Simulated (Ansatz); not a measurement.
WC (Qusongite):

```xyz
2
Lattice="2.9065 0.0000 0.0000 -1.4532 2.5171 0.0000 0.0000 0.0000 2.8366" Properties=species:S:1:pos:R:3 pbc="T T T"
W     0.0000    0.0000    0.0000
C     1.4533    0.8390    1.4183
```

Program: Ansatz 0.2.0. Alike in all runs: potentials or basis Ansatz PAW; cell as given. Hardware: 2 threads of Intel(R) Xeon(R) Processor @ 2.70GHz, on a shared host.

Order these runs on this cell by their wall time, lowest first.
A. task single point; level PBE; spin off; k mesh 10 × 10 × 9; cutoff (eV) 420; smearing gaussian 0.026 eV
B. task band structure; level r2SCAN; spin SOC, no magnetisation; k mesh 7 × 7 × 7; cutoff (eV) 500; smearing fermi-dirac 0.05 eV; points for each segment of the path 14
C. task band structure; level RPBE; spin off; k mesh 10 × 10 × 9; cutoff (eV) 420; smearing fermi-dirac 0.05 eV; points for each segment of the path 14
D. task band structure; level PBE; spin SOC, no magnetisation; k mesh 7 × 7 × 7; cutoff (eV) 420; smearing fermi-dirac 0.05 eV; points for each segment of the path 14

A (1.5 s), C (3.5 s), D (7.7 s), B (18 s).

Not every run made on this cell is shown here.
